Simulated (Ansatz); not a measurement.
## Si: one input, then a changed one

The cell was built from the diamond type and relaxed in the same program, and has space group Fd-3m; it needn't be a known or the stable phase.

First run: DFT, PBE, PAW with Ansatz's default frozen-core files, scalar-relativistic (Ansatz 0.2.0).

Command: `ansatz run input.yaml --threads 1 --pin off --max-ram 2048MiB --backend cpu --events-out ev --progress --plain --runs-dir out` The run took 1.7 s on 1 thread of Arm Neoverse V1, on a shared host, peak memory 0.29 GiB.

```yaml
crystal:
  lattice:
    - [0.0, 2.7349159646, 2.7349159646]
    - [2.7349159646, 0.0, 2.7349159646]
    - [2.7349159646, 2.7349159646, 0.0]
  atoms:
    - { symbol: Si, position: [0.0, 0.0, 0.0] }
    - { symbol: Si, position: [0.25, 0.25, 0.25] }
kpoints:
  mp_grid: { grid: [10, 10, 10] }
scf:
  occupations: { method: fermi_dirac, width: 0.05 }
hamiltonian:
  xc: pbe
  pseudopotentials: { kind: paw }
output:
  forces: true
  stress: true
  eigenvalues: true
  efg: { contact_densities: true }
```

Result: converged; pressure 0.02 GPa; gap on the k mesh 0.62 eV; 6 SCF iterations.

A second input differs as follows:

```diff
@@ -11,7 +11,9 @@
 scf:
   occupations: { method: fermi_dirac, width: 0.05 }
+  max_iter: 50
 hamiltonian:
   xc: pbe
   pseudopotentials: { kind: paw }
+  hubbard: { sites: [{ species: Si, l: p, u_eff: 40.0 }] }
 output:
   forces: true
```

Task: What is wrong with it, and what does the program do?

Result: The fault is an enormous or negative U. The run converged; pressure 15.25 GPa; no gap on the k mesh; 7 SCF iterations. Such numbers aren't properties of the crystal. The log ends:
```
  P = ⅓ Tr σ = 15.2523 GPa (152.523 kbar)
--- PAW observables at the nuclei: V_zz in 10²¹ V/m², potentials from the cell's mean, atoms counted from 1 ---
  atom   1  Si V_zz =    +0.000000   η = 0.0000   by run symmetry: forbidden
            electrostatic potential = -1358.968165 V   contact ρ = 12821.910854 e/Å³
  atom   2  Si V_zz =    +0.000000   η = 0.0000   by run symmetry: forbidden
            electrostatic potential = -1358.968165 V   contact ρ = 12821.910854 e/Å³
--- Band table (eV; the first three rows and the last of 47) ---
  k-point 0: bands = ["-5.7439", "9.2290", "9.2930", "9.2930", "9.2930", "11.8362", "11.8362", "11.8362"]
  k-point 1: bands = ["-5.4094", "7.2543", "9.1243", "9.1243", "10.3785", "12.0845", "12.0845", "12.2790"]
  k-point 2: bands = ["-4.7047", "5.2161", "8.7892", "8.7892", "9.8819", "12.2903", "12.2903", "13.3251"]
  k-point 46: bands = ["-0.4123", "-0.4123", "5.7029", "5.7029", "11.0135", "11.0135", "13.4094", "13.4094"]
Occupation matrices written to <dir>
```
